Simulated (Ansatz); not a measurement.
**Formation energy and levels of the substitutional impurity C_Al in AlN (P6_3mc)**

Wanted: the transition levels of a substitutional impurity in AlN (P6_3mc), from a cell of 72 host atoms with 1 Al taken out and 1 C put in.

Calculated with Ansatz 0.2.0; place-levels on r2SCAN runs: charge-transition levels and formation energies with image-charge correction and potential alignment at the atomic sites; PAW set soft_1.

### 1. Starting point

The cell holds 72 atoms: 35 Al, 36 N and 1 C. Cell: a = 9.320 Å, b = 9.320 Å, c = 9.956 Å, α = 90.0°, β = 90.0°, γ = 120.0°. It derives from AlN (space group P6_3mc). Nearest the centre at fractional (0.444, 0.556, 0.500): C34 at 0.00 Å, N11 at 1.89 Å, N43 at 1.89 Å, N35 at 1.89 Å, N40 at 1.90 Å, Al9 at 3.07 Å, Al13 at 3.07 Å, Al41 at 3.07 Å.

Structure file:

```xyz
72
Lattice="9.3196 0.0000 0.0000 -4.6598 8.0710 0.0000 0.0000 0.0000 9.9565" Properties=species:S:1:pos:R:3 pbc="T T T"
Al    1.5533    0.8968    2.4852
Al    0.0000    1.7936    4.9743
N     1.5533    0.8968    4.3848
N     0.0000    1.7936    1.8957
Al    1.5533    0.8968    7.4634
Al    0.0000    1.7936    9.9525
N     1.5533    0.8968    9.3631
N     0.0000    1.7936    6.8739
Al    0.0000    3.5871    2.4852
Al   -1.5533    4.4839    4.9743
N     0.0000    3.5871    4.3848
N    -1.5533    4.4839    1.8957
Al    0.0000    3.5871    7.4634
Al   -1.5533    4.4839    9.9525
N     0.0000    3.5871    9.3631
N    -1.5533    4.4839    6.8739
Al   -1.5533    6.2774    2.4852
Al   -3.1065    7.1742    4.9743
N    -1.5533    6.2774    4.3848
N    -3.1065    7.1742    1.8957
Al   -1.5533    6.2774    7.4634
Al   -3.1065    7.1742    9.9525
N    -1.5533    6.2774    9.3631
N    -3.1065    7.1742    6.8739
Al    4.6598    0.8968    2.4852
Al    3.1065    1.7936    4.9743
N     4.6598    0.8968    4.3848
N     3.1065    1.7936    1.8957
Al    4.6598    0.8968    7.4634
Al    3.1065    1.7936    9.9525
N     4.6598    0.8968    9.3631
N     3.1065    1.7936    6.8739
Al    3.1065    3.5871    2.4852
C     1.5533    4.4839    4.9743
N     3.1065    3.5871    4.3848
N     1.5533    4.4839    1.8957
Al    3.1065    3.5871    7.4634
Al    1.5533    4.4839    9.9525
N     3.1065    3.5871    9.3631
N     1.5533    4.4839    6.8739
Al    1.5533    6.2774    2.4852
Al    0.0000    7.1742    4.9743
N     1.5533    6.2774    4.3848
N     0.0000    7.1742    1.8957
Al    1.5533    6.2774    7.4634
Al    0.0000    7.1742    9.9525
N     1.5533    6.2774    9.3631
N     0.0000    7.1742    6.8739
Al    7.7663    0.8968    2.4852
Al    6.2130    1.7936    4.9743
N     7.7663    0.8968    4.3848
N     6.2130    1.7936    1.8957
Al    7.7663    0.8968    7.4634
Al    6.2130    1.7936    9.9525
N     7.7663    0.8968    9.3631
N     6.2130    1.7936    6.8739
Al    6.2130    3.5871    2.4852
Al    4.6598    4.4839    4.9743
N     6.2130    3.5871    4.3848
N     4.6598    4.4839    1.8957
Al    6.2130    3.5871    7.4634
Al    4.6598    4.4839    9.9525
N     6.2130    3.5871    9.3631
N     4.6598    4.4839    6.8739
Al    4.6598    6.2774    2.4852
Al    3.1065    7.1742    4.9743
N     4.6598    6.2774    4.3848
N     3.1065    7.1742    1.8957
Al    4.6598    6.2774    7.4634
Al    3.1065    7.1742    9.9525
N     4.6598    6.2774    9.3631
N     3.1065    7.1742    6.8739
```

Known beforehand: the electronic dielectric constant, (4.49, 4.49, 4.72), and the static one, (8.15, 8.15, 9.65), computed on the host (DFPT, PBEsol, on the r2SCAN cell), and a cell off the functional's own equilibrium shifts the ionic part.

The cell's shortest repeat is 9.3 Å.

### 2. What was run first

Levels follow from differences of total energies between charge states, each relaxed by itself.

Random displacements of about 0.05 Å break the site symmetry at the start, so that the relaxation can reach a distorted minimum if there is one. Forces are taken at one point at (¼, ¼, ¼). The cell holds 1 electron more than the neutral one, with a uniform background that keeps it neutral on the whole.

The sampling was tested on the host first: at the k-points planned (1x1x1 shifted 0.25 0.25 0.25) its energy lies -0.014 eV an atom from the dense-mesh value, under the bound of 0.02 eV set for this test; that bounds the host's error, not the defect's.

One state's input; the others differ in charge, spin, start and seed, and in occupations where the table says so.

Input file qm1.relax/input.yaml:

```yaml
crystal:
  lattice:
    - [9.31956554, 9.0e-08, 0.0]
    - [-4.65978284, 8.07098046, 0.0]
    - [0.0, 0.0, 9.95647772]
  atoms:
    - { symbol: Al, position: [0.22222222, 0.11111111, 0.24960167] }
    - { symbol: Al, position: [0.11111111, 0.22222222, 0.49960167] }
    - { symbol: "N", position: [0.22222222, 0.11111111, 0.44039833] }
    - { symbol: "N", position: [0.11111111, 0.22222222, 0.19039833] }
    - { symbol: Al, position: [0.22222222, 0.11111111, 0.74960167] }
    - { symbol: Al, position: [0.11111111, 0.22222222, 0.99960167] }
    - { symbol: "N", position: [0.22222222, 0.11111111, 0.94039833] }
    - { symbol: "N", position: [0.11111111, 0.22222222, 0.69039833] }
    - { symbol: Al, position: [0.22222222, 0.44444444, 0.24960167] }
    - { symbol: Al, position: [0.11111111, 0.55555556, 0.49960167] }
    - { symbol: "N", position: [0.22222222, 0.44444444, 0.44039833] }
    - { symbol: "N", position: [0.11111111, 0.55555556, 0.19039833] }
    - { symbol: Al, position: [0.22222222, 0.44444444, 0.74960167] }
    - { symbol: Al, position: [0.11111111, 0.55555556, 0.99960167] }
    - { symbol: "N", position: [0.22222222, 0.44444444, 0.94039833] }
    - { symbol: "N", position: [0.11111111, 0.55555556, 0.69039833] }
    - { symbol: Al, position: [0.22222222, 0.77777778, 0.24960167] }
    - { symbol: Al, position: [0.11111111, 0.88888889, 0.49960167] }
    - { symbol: "N", position: [0.22222222, 0.77777778, 0.44039833] }
    - { symbol: "N", position: [0.11111111, 0.88888889, 0.19039833] }
    - { symbol: Al, position: [0.22222222, 0.77777778, 0.74960167] }
    - { symbol: Al, position: [0.11111111, 0.88888889, 0.99960167] }
    - { symbol: "N", position: [0.22222222, 0.77777778, 0.94039833] }
    - { symbol: "N", position: [0.11111111, 0.88888889, 0.69039833] }
    - { symbol: Al, position: [0.55555556, 0.11111111, 0.24960167] }
    - { symbol: Al, position: [0.44444444, 0.22222222, 0.49960167] }
    - { symbol: "N", position: [0.55555556, 0.11111111, 0.44039833] }
    - { symbol: "N", position: [0.44444444, 0.22222222, 0.19039833] }
    - { symbol: Al, position: [0.55555556, 0.11111111, 0.74960167] }
    - { symbol: Al, position: [0.44444444, 0.22222222, 0.99960167] }
    - { symbol: "N", position: [0.55555556, 0.11111111, 0.94039833] }
    - { symbol: "N", position: [0.44444444, 0.22222222, 0.69039833] }
    - { symbol: Al, position: [0.55555556, 0.44444444, 0.24960167] }
    - { symbol: C, position: [0.44444444, 0.55555556, 0.49960167] }
    - { symbol: "N", position: [0.55555556, 0.44444444, 0.44039833] }
    - { symbol: "N", position: [0.44444444, 0.55555556, 0.19039833] }
    - { symbol: Al, position: [0.55555556, 0.44444444, 0.74960167] }
    - { symbol: Al, position: [0.44444444, 0.55555556, 0.99960167] }
    - { symbol: "N", position: [0.55555556, 0.44444444, 0.94039833] }
    - { symbol: "N", position: [0.44444444, 0.55555556, 0.69039833] }
    - { symbol: Al, position: [0.55555556, 0.77777778, 0.24960167] }
    - { symbol: Al, position: [0.44444444, 0.88888889, 0.49960167] }
    - { symbol: "N", position: [0.55555556, 0.77777778, 0.44039833] }
    - { symbol: "N", position: [0.44444444, 0.88888889, 0.19039833] }
    - { symbol: Al, position: [0.55555556, 0.77777778, 0.74960167] }
    - { symbol: Al, position: [0.44444444, 0.88888889, 0.99960167] }
    - { symbol: "N", position: [0.55555556, 0.77777778, 0.94039833] }
    - { symbol: "N", position: [0.44444444, 0.88888889, 0.69039833] }
    - { symbol: Al, position: [0.88888889, 0.11111111, 0.24960167] }
    - { symbol: Al, position: [0.77777778, 0.22222222, 0.49960167] }
    - { symbol: "N", position: [0.88888889, 0.11111111, 0.44039833] }
    - { symbol: "N", position: [0.77777778, 0.22222222, 0.19039833] }
    - { symbol: Al, position: [0.88888889, 0.11111111, 0.74960167] }
    - { symbol: Al, position: [0.77777778, 0.22222222, 0.99960167] }
    - { symbol: "N", position: [0.88888889, 0.11111111, 0.94039833] }
    - { symbol: "N", position: [0.77777778, 0.22222222, 0.69039833] }
    - { symbol: Al, position: [0.88888889, 0.44444444, 0.24960167] }
    - { symbol: Al, position: [0.77777778, 0.55555556, 0.49960167] }
    - { symbol: "N", position: [0.88888889, 0.44444444, 0.44039833] }
    - { symbol: "N", position: [0.77777778, 0.55555556, 0.19039833] }
    - { symbol: Al, position: [0.88888889, 0.44444444, 0.74960167] }
    - { symbol: Al, position: [0.77777778, 0.55555556, 0.99960167] }
    - { symbol: "N", position: [0.88888889, 0.44444444, 0.94039833] }
    - { symbol: "N", position: [0.77777778, 0.55555556, 0.69039833] }
    - { symbol: Al, position: [0.88888889, 0.77777778, 0.24960167] }
    - { symbol: Al, position: [0.77777778, 0.88888889, 0.49960167] }
    - { symbol: "N", position: [0.88888889, 0.77777778, 0.44039833] }
    - { symbol: "N", position: [0.77777778, 0.88888889, 0.19039833] }
    - { symbol: Al, position: [0.88888889, 0.77777778, 0.74960167] }
    - { symbol: Al, position: [0.77777778, 0.88888889, 0.99960167] }
    - { symbol: "N", position: [0.88888889, 0.77777778, 0.94039833] }
    - { symbol: "N", position: [0.77777778, 0.88888889, 0.69039833] }
  host:
    repeats: [3, 3, 2]
    atoms:
      - { symbol: Al, position: [0.66666667, 0.33333333, 0.49920333] }
      - { symbol: Al, position: [0.33333333, 0.66666667, 0.99920333] }
      - { symbol: "N", position: [0.66666667, 0.33333333, 0.88079667] }
      - { symbol: "N", position: [0.33333333, 0.66666667, 0.38079667] }
total_charge: -1
basis:
  ecutwfc: 500
  xc_grid: 2
hamiltonian:
  xc: r2scan
  pseudopotentials: { kind: paw, azcp: { folder: soft_1 } }
kpoints:
  mp_grid: { grid: [1, 1, 1], shift: [0.25, 0.25, 0.25] }
scf:
  occupations: { method: fixed }
  max_iter: 60
output:
  forces: true
  charged_corrections:
    epsilon: [4.49, 4.49, 4.72]
    static_epsilon: [8.15, 8.15, 9.65]
    defect_position: [0.444444, 0.555556, 0.499602]
relax:
  f_tol: 0.02
  max_steps: 80
  random_displacement: { amplitude: 0.05, seed: 1907 }
checkpoint:
  write: "../qm1.relax.run"
  compress: false
  write_wavefunctions: true
  write_every: 100000
```

The run is started by

```bash
$ ansatz run input.yaml --threads 4 --pin off --max-ram 7536MiB --backend cpu --events-out ev --progress --plain --runs-dir out
```

Defect states can disperse in a cell of this size, so the energy is taken again at a 2×2×2 shifted mesh, on the relaxed structure.

The run of this state that the levels use, under r2SCAN:

Input file qm1.point/input.yaml:

```yaml
crystal:
  checkpoint: "../qm1.relax.run"
  host: checkpoint
total_charge: -1
basis:
  ecutwfc: 500
  xc_grid: 2
hamiltonian:
  xc: r2scan
  pseudopotentials: { kind: paw, azcp: { folder: soft_1 } }
kpoints:
  mp_grid: { grid: [2, 2, 2], shift: [0.5, 0.5, 0.5] }
scf:
  occupations: { method: fermi_dirac, width: 0.01 }
  max_iter: 60
output:
  forces: true
  eigenvalues: true
  charged_corrections:
    epsilon: [4.49, 4.49, 4.72]
    static_epsilon: [8.15, 8.15, 9.65]
    defect_position: [0.444444, 0.555556, 0.499602]
  eigenstates: { localisation: true }
  populations: true
  band_densities: [{ bands: [v1, v1] }, { bands: [c1, c1] }]
  write_density: true
  write_potential: true
  volumetric_format: npy
  elf: true
checkpoint:
  read: "../qm1.relax.run"
  write: "../qm1.point.run"
  compress: false
  write_wavefunctions: false
  write_every: 100000
```

Relaxations under r2SCAN at one point at (¼, ¼, ¼); times on 4 threads of Intel Xeon Platinum 8375C at 2.90GHz (Ice Lake), shared host:

| charge | moment (μB) | occupations | outcome | steps | largest displacement against the far atoms (Å) | time |
| --- | --- | --- | --- | --- | --- | --- |
| −1 | 0 | fixed | converged | 19 | 0.63 | 2.5 min |
| 0 | 1 | fixed | converged | 13 | 0.57 | 3.7 min |
| +1 | 0 | fixed | converged | 7 | 0.31 | 53 s |

Single points under r2SCAN at a 2×2×2 shifted mesh; times on 4 threads of Intel Xeon Platinum 8375C at 2.90GHz (Ice Lake), shared host:

| charge | moment (μB) | occupations | outcome | time |
| --- | --- | --- | --- | --- |
| −1 | 0 | fermi-dirac | converged | 44 s |
| 0 | 1 | fermi-dirac | converged | 1.8 min |
| +1 | 0 | fermi-dirac | converged | 43 s |

Distances (Å) from C34 to the nearest atoms after relaxation with r2SCAN:

| charge | moment (μB) | 1. | 2. | 3. | 4. | 5. | 6. |
| --- | --- | --- | --- | --- | --- | --- | --- |
| −1 | 0 | N 1.51 | N 1.52 | N 2.24 | N 2.65 | Al 2.75 | Al 2.78 |
| 0 | 1 | N 1.49 | N 1.50 | N 1.50 | Al 2.66 | Al 2.66 | N 2.68 |
| +1 | 0 | N 1.56 | N 1.60 | N 1.60 | N 1.60 | Al 2.99 | Al 2.99 |

### 3. Levels against the band edges, r2SCAN

A charged cell interacts with its images and the background, and its potential has another zero than the host's. place-levels removes the first by a point-charge model, screened by the static dielectric constant since the ions have relaxed around the charge, and the second by comparing potentials at atoms far from the defect.

The host is a run of the defect-free crystal in the same cutoffs, grids and k-points, so that basis and sampling errors cancel in part in the differences. The host is run in a cell of 8 atoms on a matching mesh. Its band edges are searched through the zone by a band path, so the gap is smaller than, or equal to, that on the mesh. Chemical potentials are energies per atom of Al (fcc) and C (diamond), run with the same functional and cutoff. Carbon is taken as diamond, which semilocal functionals can put about 0.1 eV an atom over graphite.

Input file levels.point.yaml:

```yaml
host:
  run: host.point.run
states: [qm1.point.run, q0_M1.point.run, qp1.point.run]
geometry_from:
  qm1.point.run: qm1.relax.run
  q0_M1.point.run: q0_M1.relax.run
  qp1.point.run: qp1.relax.run
  host.point.run: host.relax.run
chemical_potentials:
  Al:
    energy: -540.418346
    dataset: <sha256 of the dataset>
  C:
    energy: -251.553391
    dataset: "<sha256 of the dataset>"
epsilon: [4.49, 4.49, 4.72]
static_epsilon: [8.15, 8.15, 9.65]
vertical:
  - { from: qm1.point.run, to: qm1.point_neutral.run }
  - { from: qp1.point.run, to: qp1.point_neutral.run }
```

The run is started by

```bash
$ ansatz place-levels levels.point.yaml -- --threads 4 --pin off --max-ram 7536MiB
```

Numbers of over 12 decimals in the logs are rounded to 6 here.

What it wrote:

```text
[... repeated set-up lines and file paths are left out, and long positions are rounded to six places ...]
(+1/0) 3.060 eV above the valence edge, 1.817 eV under the conduction edge
(0/-1) 4.866 eV above the valence edge, 0.012 eV under the conduction edge
formation energy of charge +1: +4.991 eV with the Fermi level at the valence edge
formation energy of charge 0: +8.051 eV with the Fermi level at the valence edge
formation energy of charge -1: +12.917 eV with the Fermi level at the valence edge
vertical -1 to 0: no energy, since no alignment is typed
  the change from vertical[0].from (qm1.point.run) to vertical[0].to (qm1.point_neutral.run): by its potential at epsilon [4.49, 4.49, 4.72] it stands at 0.505 0.506 0.473, with an rms radius of about 1.4 Å (0.8 0.9 0.7 Å across the planes of the cell's [...]
vertical +1 to 0: no energy, since no alignment is typed
  the change from vertical[1].from (qp1.point.run) to vertical[1].to (qp1.point_neutral.run): by its potential at epsilon [4.49, 4.49, 4.72] it stands at 0.581 0.418 0.441, with an rms radius of about 2.9 Å (1.9 1.9 1.1 Å across the planes of the cell's [...]
  edges by r2scan, gap 4.878 eV; the host is sampled to repeats of 18.64 Å
  the defect's cells are sampled to repeats of 18.64 Å, like sampling
  charge +1: -33138.5744 eV with its correction of +0.156 eV, at epsilon [8.15, 8.15, 9.65], aligned at sites: -0.1065 eV, mean over 33 atomic sites at or beyond 4.66 Å from the host's site at [0.4444, 0.5556, 0.4997] by the defect at [0.4444, 0.5556, [...]
  charge 0: +0.000 eV for its dipole among its images, +0.038 omitted
  charge -1: -33116.8114 eV with its correction of +0.353 eV, at epsilon [8.15, 8.15, 9.65], aligned at sites: -0.0900 eV, mean over 33 atomic sites at or beyond 4.66 Å from the host's site at [0.4444, 0.5556, 0.4997] by the defect at [0.4444, 0.5556, [...]
  of states[2] (qp1.point.run): it parts from the run at its places by a charge that spreads by about 1.9 Å along one vector (1.4 Å or more is wide), by its potential at epsilon [4.49, 4.49, 4.72], taken for that of held ions (one typed too small widens it), [...]
  of states[1] (q0_M1.point.run): its displacements don't fall off away from the defect: farther atoms stand 0.022 Å off the host's places. [...]
  of states[0] (qm1.point.run): the far atoms show a dipole or second moment of the defect's charge, for which the correction takes or leaves out 0.143 eV: further moments aren't read, and the relaxed atoms' own pattern can pass for one, so compare a larger [...]
  of vertical[0].from (qm1.point.run): its displacements don't fall off away from the defect: farther atoms stand 0.029 Å off the host's places. [...]
  of vertical[0].to (qm1.point_neutral.run): its displacements don't fall off away from the defect: farther atoms stand 0.029 Å off the host's places. [...]
  of vertical[1].from (qp1.point.run): its displacements don't fall off away from the defect: farther atoms stand 0.012 Å off the host's places. [...]
  of vertical[1].to (qp1.point_neutral.run): its displacements don't fall off away from the defect: farther atoms stand 0.012 Å off the host's places. [...]
```

It took 0.4 s on 4 threads of Intel Xeon Platinum 8375C at 2.90GHz (Ice Lake), shared host.

(Part 1 of 2 ends here.)

[Logs are printed without paths, hosts, clocks, repeated set-up lines and the standing remarks that a program may print on its own settings, such as how far it seeks lower states.]

[Hosts, paths, dates, database ids (printed as entryN), source tags and the programs' standing remarks are cut or masked in the printed files.]

[Where a table of states has a column of steps, it counts the stored structures, which are thinned; the runs took as many ionic steps or more.]

[A defect's name tells the site on which it was built; relaxed atoms can leave that site.]

[For some hosts the program warned that the k-mesh of the response run may be too coarse for force constants and the static dielectric constant; such warnings are not shown here.]
